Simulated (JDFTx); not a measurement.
# ZnO (P6_3/mmc) in JDFTx: equation of state

Aim: energy against volume of ZnO in PBEsol, for its equilibrium volume and stiffness.

Everything below comes from runs of JDFTx 1.7.0 (patched build). Logs are shortened: lines on timing, memory, paths and dates and some standing lists are left out, and cuts for length are marked. The log counts tension as positive stress, the text compression.

### 1 Starting point

Symmetry: P6_3/mmc, No. 194, hexagonal system. The conventional cell has a = 3.288 Å, b = 3.288 Å, c = 7.130 Å, α = 90.00°, β = 90.00°, γ = 120.00°. Zn (site symmetry -6m2) is surrounded by 3 O at 1.90 Å. O (site symmetry -6m2) has 3 Zn at 1.90 Å as nearest neighbours.

Measurements of this composition are mostly on another form, of space group No. 186.

### 2 Equation of state, PBEsol, 15.69 Å³/atom (volume scaled by 0.94)

File ZnO.in:

```
lattice \
    6.0865186335    -3.0432593166     0.0000000000 \
    0.0000000000     5.2710797571     0.0000000000 \
    0.0000000000     0.0000000000    13.1995126615
coords-type Lattice
ion Zn     0.0000000000     0.0000000000     0.2500000000 1
ion Zn     0.0000000000     0.0000000000     0.7500000000 1
ion O      0.6666666667     0.3333333333     0.7500000000 1
ion O      0.3333333333     0.6666666667     0.2500000000 1

ion-species pseudo/Zn.upf
ion-species pseudo/O.upf
elec-cutoff 42 336
elec-ex-corr gga-PBEsol
kpoint-folding 9 9 4
elec-smearing Fermi 0.0018374661
elec-n-bands 34
electronic-SCF nIterations 100 energyDiffThreshold 1e-09
electronic-minimize nIterations 30 energyDiffThreshold 1e-7
forces-output-coords Cartesian

dump-name run.$VAR
dump End Ecomponents EigStats BandEigs Kpoints Forces Stress
```

Potentials or basis: PseudoDojo-SR-PBEsol-0.4.1-standard with smoothed tails.

Run with:

```
jdftx -c 1 -i ZnO.in -o ZnO.out
```

The log of the run:

```text
*************** JDFTx 1.7.0 (patched build) ***************

Input parsed successfully to the following command list (including defaults):
[... the input with its defaults ...]

---------- Setting up symmetries ----------

Found 24 point-group symmetries of the bravais lattice
Found 24 space-group symmetries with basis
Applied RMS atom displacement 2.48481e-10 bohrs to make symmetries exact.

---------- Initializing the Grid ----------
R =
[      6.08652     -3.04326            0  ]
[            0      5.27108            0  ]
[            0            0      13.1995  ]
unit cell volume = 423.474
G =
[    1.03231   0.596006         -0  ]
[          0    1.19201          0  ]
[          0         -0   0.476016  ]
Minimum fftbox size, Smin = [  52  52  112  ]
Chosen fftbox size, S = [  54  54  112  ]

---------- Initializing tighter grid for wavefunction operations ----------
R =
[      6.08652     -3.04326            0  ]
[            0      5.27108            0  ]
[            0            0      13.1995  ]
unit cell volume = 423.474
G =
[    1.03231   0.596006         -0  ]
[          0    1.19201          0  ]
[          0         -0   0.476016  ]
Minimum fftbox size, Smin = [  36  36  80  ]
Chosen fftbox size, S = [  36  36  80  ]

---------- Exchange Correlation functional ----------
Initalized PBEsol GGA exchange.
Initalized PBEsol GGA correlation.

---------- Setting up pseudopotentials ----------
Width of ionic core gaussian charges (only for fluid interactions / plotting) set to 0

Reading pseudopotential file 'pseudo/Zn.upf':
  'Zn' pseudopotential, 'PBESOL' functional
  Generated using ONCVPSP code by D. R. Hamann
  20 valence electrons, 4 orbitals, 6 projectors, 1001 radial grid points, with lMax = 2
    3S    l: 0   occupation:  2.0   eigenvalue: -4.737836
    3P    l: 1   occupation:  6.0   eigenvalue: -3.059602
    3D    l: 2   occupation: 10.0   eigenvalue: -0.373698
    4S    l: 0   occupation:  2.0   eigenvalue: -0.220431
  Core radius for overlap checks: 1.79 bohrs.

Reading pseudopotential file 'pseudo/O.upf':
  'O' pseudopotential, 'PBESOL' functional
  Generated using ONCVPSP code by D. R. Hamann
  6 valence electrons, 2 orbitals, 5 projectors, 936 radial grid points, with lMax = 2
    2S    l: 0   occupation:  2.0   eigenvalue: -0.874950
    2P    l: 1   occupation:  4.0   eigenvalue: -0.329796
  Core radius for overlap checks: 1.39 bohrs.

Initialized 2 species with 4 total atoms.

Folded 1 k-points by 9x9x4 to 324 k-points.

---------- Setting up k-points, bands, fillings ----------
Reduced to 36 k-points under symmetry.
Computing the number of bands and number of electrons
Calculating initial fillings.
nElectrons:  52.000000   nBands: 34   nStates: 36

----- Setting up reduced wavefunction bases (one per k-point) -----
average nbasis = 5504.219 , ideal nbasis = 5505.470

---------- Setting up ewald sum ----------
Optimum gaussian width for ewald sums = 2.377801 bohr.
Real space sum over 1183 unit cells with max indices [  6  6  3  ]
Reciprocal space sum over 2541 terms with max indices [  5  5  10  ]

---------- Allocating electronic variables ----------
Initializing wave functions:  linear combination of atomic orbitals
Note: number of bands (34) exceeds available atomic orbitals (28)
Zn pseudo-atom occupations:   s ( 2 2 )  p ( 6 )  d ( 10 )
O pseudo-atom occupations:   s ( 2 )  p ( 4 )
	FillingsUpdate:  mu: +0.497945910  nElectrons: 52.000000
LCAOMinimize: Iter:   0  F: -444.3960361374125227  |grad|_K:  5.549e-03  alpha:  1.000e+00
	FillingsUpdate:  mu: +0.339741686  nElectrons: 52.000000
LCAOMinimize: Iter:   1  F: -444.6989515733982330  |grad|_K:  1.845e-03  alpha:  3.124e-01  linmin: -3.787e-01  cgtest:  8.439e-01
LCAOMinimize: Encountered beta<0, resetting CG.
[... 9 lines of inner loops ...]
LCAOMinimize: Iter:   6  F: -444.7276221281713333  |grad|_K:  1.223e-07  alpha:  8.190e-01  linmin: -1.683e-04  cgtest:  1.077e-01
	FillingsUpdate:  mu: +0.277372395  nElectrons: 52.000000
LCAOMinimize: Iter:   7  F: -444.7276221283652262  |grad|_K:  5.605e-08  alpha:  6.036e-01  linmin: -2.953e-03  cgtest:  1.146e-02
LCAOMinimize: Converged (|Delta F|<1.000000e-06 for 2 iters).

-------- Electronic minimization -----------
Will mix electronic density at each iteration.
	FillingsUpdate:  mu: +0.277372395  nElectrons: 52.000000
	FillingsUpdate:  mu: +0.255869434  nElectrons: 52.000000
SCF: Cycle:  0   F: -444.838871504469751   dF: -1.112e-01   |Residual|: 3.445e-01   |deigs|: 7.366e-02
	FillingsUpdate:  mu: +0.225391468  nElectrons: 52.000000
SCF: Cycle:  1   F: -444.949523836193919   dF: -1.107e-01   |Residual|: 8.050e-02   |deigs|: 3.317e-02
	FillingsUpdate:  mu: +0.233286777  nElectrons: 52.000000
SCF: Cycle:  2   F: -444.957282589133570   dF: -7.759e-03   |Residual|: 2.866e-02   |deigs|: 7.041e-03
	FillingsUpdate:  mu: +0.237021660  nElectrons: 52.000000
SCF: Cycle:  3   F: -444.957423483038099   dF: -1.409e-04   |Residual|: 9.034e-03   |deigs|: 3.212e-03
	FillingsUpdate:  mu: +0.237047842  nElectrons: 52.000000
SCF: Cycle:  4   F: -444.957484290432205   dF: -6.081e-05   |Residual|: 3.056e-03   |deigs|: 1.234e-03
	FillingsUpdate:  mu: +0.237620496  nElectrons: 52.000000
SCF: Cycle:  5   F: -444.957484901356679   dF: -6.109e-07   |Residual|: 2.223e-03   |deigs|: 8.491e-04
	FillingsUpdate:  mu: +0.237842059  nElectrons: 52.000000
SCF: Cycle:  6   F: -444.957489969865890   dF: -5.069e-06   |Residual|: 3.982e-04   |deigs|: 3.099e-04
	FillingsUpdate:  mu: +0.237919089  nElectrons: 52.000000
SCF: Cycle:  7   F: -444.957490161374778   dF: -1.915e-07   |Residual|: 2.864e-04   |deigs|: 6.115e-05
	FillingsUpdate:  mu: +0.237943105  nElectrons: 52.000000
SCF: Cycle:  8   F: -444.957490244326209   dF: -8.295e-08   |Residual|: 8.011e-05   |deigs|: 8.185e-05
	FillingsUpdate:  mu: +0.237937869  nElectrons: 52.000000
SCF: Cycle:  9   F: -444.957490256548738   dF: -1.222e-08   |Residual|: 4.768e-05   |deigs|: 3.449e-05
	FillingsUpdate:  mu: +0.237932164  nElectrons: 52.000000
SCF: Cycle: 10   F: -444.957490260995428   dF: -4.447e-09   |Residual|: 2.642e-05   |deigs|: 2.122e-05
	FillingsUpdate:  mu: +0.237932310  nElectrons: 52.000000
SCF: Cycle: 11   F: -444.957490262155659   dF: -1.160e-09   |Residual|: 4.912e-06   |deigs|: 1.941e-05
	FillingsUpdate:  mu: +0.237932142  nElectrons: 52.000000
SCF: Cycle: 12   F: -444.957490262467729   dF: -3.121e-10   |Residual|: 6.598e-06   |deigs|: 1.805e-05
	FillingsUpdate:  mu: +0.237931812  nElectrons: 52.000000
SCF: Cycle: 13   F: -444.957490262591989   dF: -1.243e-10   |Residual|: 2.729e-06   |deigs|: 3.349e-05
SCF: Converged (|Delta E|<1.000000e-09 for 2 iters).

Setting wave functions to eigenvectors of Hamiltonian

# Stress tensor in Cartesian coordinates [Eh/a0^3]:
[ -6.02495e-05            0            0  ]
[            0 -6.02495e-05            0  ]
[            0            0   2.6729e-05  ]

# Ionic positions in lattice coordinates:
ion Zn   0.000000000000000   0.000000000000000   0.250000000000000 1
ion Zn   0.000000000000000   0.000000000000000   0.750000000000000 1
ion O   0.666666666666667   0.333333333333333   0.750000000000000 1
ion O   0.333333333333333   0.666666666666667   0.250000000000000 1

# Forces in Cartesian coordinates:
force Zn  -0.000000000000000  -0.000000000000000   0.000000000000000 1
force Zn  -0.000000000000000   0.000000000000000   0.000000000000000 1
force O   0.000000000000000   0.000000000000000   0.000000000000000 1
force O   0.000000000000000  -0.000000000000000   0.000000000000000 1

# Energy components:
   Eewald =     -216.8114803518374742
       EH =      192.3942663887444269
     Eloc =     -479.3130304171011744
      Enl =     -101.4298872718139677
      Exc =      -52.7637773640080638
 Exc_core =        5.8595394469000954
       KE =      207.1068795088739876
-------------------------------------
     Etot =     -444.9574900602422645
       TS =        0.0000002023497418
-------------------------------------
        F =     -444.9574902625919890

IonicMinimize: Iter:   0  F: -444.957490262591989  |grad|_K:        nan
IonicMinimize: None of the convergence criteria satisfied after 0 iterations.

#--- Lowdin population analysis ---
# oxidation-state Zn +1.425 +1.425
# oxidation-state O -1.231 -1.231

Dumping 'run.eigStats' ...
	eMin: -4.320408 at state 0 ( [ +0.000000 +0.000000 +0.000000 ] spin 0 )
	HOMO: +0.220149 at state 0 ( [ +0.000000 +0.000000 +0.000000 ] spin 0 )
	mu  : +0.237932
	LUMO: +0.250731 at state 0 ( [ +0.000000 +0.000000 +0.000000 ] spin 0 )
	eMax: +0.753422 at state 8 ( [ +0.000000 +0.222222 +0.500000 ] spin 0 )
	HOMO-LUMO gap: +0.030582
	Optical gap  : +0.030582 at state 0 ( [ +0.000000 +0.000000 +0.000000 ] spin 0 )
Done!
[note: mu as printed may lie anywhere between the filled and the empty levels]
```

Run time: 4.8 min. Hardware: 1 thread of Arm Neoverse V1, shared host; peak memory 0.36 GiB.

Results:

```
Free energy            : -12107.9101 eV
Pressure               : 0.9 GPa
Band gap on the k mesh : 0.83 eV, direct
Loewdin charges        : Zn +1.43; O -1.23 e
```

Caveat: an odd mesh through Γ misses points on the zone boundary, where band edges often lie.

### 3 Equation of state, PBEsol, 16.02 Å³/atom (volume scaled by 0.96)

Edit ZnO.in of step 2 so:

```diff
@@ -1,5 +1,5 @@
 lattice \
-    6.0865186335    -3.0432593166     0.0000000000 \
-    0.0000000000     5.2710797571     0.0000000000 \
-    0.0000000000     0.0000000000    13.1995126615
+    6.1293828530    -3.0646914264     0.0000000000 \
+    0.0000000000     5.3082012602     0.0000000000 \
+    0.0000000000     0.0000000000    13.2924700387
 coords-type Lattice
@@ -22,2 +22,2 @@
 dump-name run.$VAR
-dump End Ecomponents EigStats BandEigs Kpoints Forces Stress
+dump End Ecomponents EigStats BandEigs Kpoints Forces Stress ElecDensity Dtot KEdensity
```

Potentials or basis: PseudoDojo-SR-PBEsol-0.4.1-standard with smoothed tails.

Run with:

```
jdftx -c 1 -i ZnO.in -o ZnO.out
```

Run time: 4.7 min. Hardware: 1 thread of Arm Neoverse V1, shared host; peak memory 0.37 GiB.

Results (log left out):

```yaml
Free_energy: -12107.9090 eV
Pressure: -1.2 GPa
Band_gap_on_the_k_mesh: 0.83 eV, direct
Loewdin_charges: Zn +1.42; O -1.23 e
```

Caveat: an odd mesh through Γ misses points on the zone boundary, where band edges often lie.

### 4 Equation of state, PBEsol, 16.36 Å³/atom (volume scaled by 0.98)

Edit ZnO.in of step 3 so:

```diff
@@ -1,5 +1,5 @@
 lattice \
-    6.1293828530    -3.0646914264     0.0000000000 \
-    0.0000000000     5.3082012602     0.0000000000 \
-    0.0000000000     0.0000000000    13.2924700387
+    6.1716557947    -3.0858278973     0.0000000000 \
+    0.0000000000     5.3448107016     0.0000000000 \
+    0.0000000000     0.0000000000    13.3841451428
 coords-type Lattice
```

Run with:

```
jdftx -c 1 -i ZnO.in -o ZnO.out
```

It took 6.1 min on 1 thread of Arm Neoverse V1, shared host; peak memory 0.38 GiB.

Results (log left out):

```
Free energy            : -12107.8910 eV
Pressure               : -3.1 GPa
Band gap on the k mesh : 0.83 eV, direct
Loewdin charges        : Zn +1.42; O -1.22 e
```

Caveat: an odd mesh through Γ misses points on the zone boundary, where band edges often lie.

### 5 Equation of state, PBEsol, 16.69 Å³/atom

Edit ZnO.in of step 4 so:

```diff
@@ -1,5 +1,5 @@
 lattice \
-    6.1716557947    -3.0858278973     0.0000000000 \
-    0.0000000000     5.3448107016     0.0000000000 \
-    0.0000000000     0.0000000000    13.3841451428
+    6.2133574367    -3.1066787183     0.0000000000 \
+    0.0000000000     5.3809253829     0.0000000000 \
+    0.0000000000     0.0000000000    13.4745812992
 coords-type Lattice
```

Run with:

```
jdftx -c 1 -i ZnO.in -o ZnO.out
```

Run time: 6.5 min. Hardware: 1 thread of Arm Neoverse V1, shared host; peak memory 0.37 GiB.

Results (log left out):

- Free energy: -12107.8581 eV
- Pressure: -4.8 GPa
- Band gap on the k mesh: 0.83 eV, direct
- Loewdin charges: Zn +1.41; O -1.22 e

Caveat: an odd mesh through Γ misses points on the zone boundary, where band edges often lie.

### 6 Equation of state, PBEsol, 17.02 Å³/atom (volume scaled by 1.02)

Edit ZnO.in of step 5 so:

```diff
@@ -1,5 +1,5 @@
 lattice \
-    6.2133574367    -3.1066787183     0.0000000000 \
-    0.0000000000     5.3809253829     0.0000000000 \
-    0.0000000000     0.0000000000    13.4745812992
+    6.2545066983    -3.1272533492     0.0000000000 \
+    0.0000000000     5.4165616889     0.0000000000 \
+    0.0000000000     0.0000000000    13.5638195376
 coords-type Lattice
```

Potentials or basis: PseudoDojo-SR-PBEsol-0.4.1-standard with smoothed tails.

Run with:

```
jdftx -c 1 -i ZnO.in -o ZnO.out
```

Run time: 6.3 min. Hardware: 1 thread of Arm Neoverse V1, shared host; peak memory 0.39 GiB.

Results (log left out):

```
Free energy            : -12107.8119 eV
Pressure               : -6.3 GPa
Band gap on the k mesh : 0.83 eV, direct
Loewdin charges        : Zn +1.41; O -1.21 e
```

Caveat: an odd mesh through Γ misses points on the zone boundary, where band edges often lie.

### 7 Equation of state, PBEsol, 17.36 Å³/atom (volume scaled by 1.04)

Edit ZnO.in of step 6 so:

```diff
@@ -1,5 +1,5 @@
 lattice \
-    6.2545066983    -3.1272533492     0.0000000000 \
-    0.0000000000     5.4165616889     0.0000000000 \
-    0.0000000000     0.0000000000    13.5638195376
+    6.2951215163    -3.1475607581     0.0000000000 \
+    0.0000000000     5.4517351529     0.0000000000 \
+    0.0000000000     0.0000000000    13.6518987558
 coords-type Lattice
```

Run with:

```
jdftx -c 1 -i ZnO.in -o ZnO.out
```

It took 6.3 min on 1 thread of Arm Neoverse V1, shared host; peak memory 0.38 GiB.

Results (log left out):

```
Free energy            : -12107.7538 eV
Pressure               : -7.6 GPa
Band gap on the k mesh : 0.83 eV, direct
Loewdin charges        : Zn +1.40; O -1.21 e
```

Caveat: an odd mesh through Γ misses points on the zone boundary, where band edges often lie.

### 8 Equation of state, PBEsol, 17.69 Å³/atom (volume scaled by 1.06)

Edit ZnO.in of step 7 so:

```diff
@@ -1,5 +1,5 @@
 lattice \
-    6.2951215163    -3.1475607581     0.0000000000 \
-    0.0000000000     5.4517351529     0.0000000000 \
-    0.0000000000     0.0000000000    13.6518987558
+    6.3352189127    -3.1676094563     0.0000000000 \
+    0.0000000000     5.4864605170     0.0000000000 \
+    0.0000000000     0.0000000000    13.7388558695
 coords-type Lattice
```

Run with:

```
jdftx -c 1 -i ZnO.in -o ZnO.out
```

Run time: 6.2 min. Hardware: 1 thread of Arm Neoverse V1, shared host; peak memory 0.4 GiB.

Results (log left out):

```yaml
Free_energy: -12107.6851 eV
Pressure: -8.8 GPa
Band_gap_on_the_k_mesh: 0.83 eV, direct
Loewdin_charges: Zn +1.40; O -1.21 e
```

Caveat: an odd mesh through Γ misses points on the zone boundary, where band edges often lie.

### 9 Equation of state, PBEsol

Potentials or basis: PseudoDojo-SR-PBEsol-0.4.1-standard with smoothed tails.

This step only gathers the single runs of the series.

What came out:

```yaml
Equilibrium_volume: 15.83 Å³/atom
Bulk_modulus_at_fixed_shape_and_positions: 102 GPa
Pressure_derivative_of_the_bulk_modulus: 4.4
```

Energy against volume, from the lowest point:
| volume (Å³/atom) | energy (meV/atom) |
| --- | --- |
| 15.688 | 0.00 |
| 16.022 | 0.29 |
| 16.356 | 4.78 |
| 16.689 | 13.00 |
| 17.023 | 24.56 |
| 17.357 | 39.08 |
| 17.691 | 56.26 |

Caveat: the cell was scaled at fixed shape and fractional positions, which overstates the stiffness of a crystal with free parameters, most of all of layers and chains.
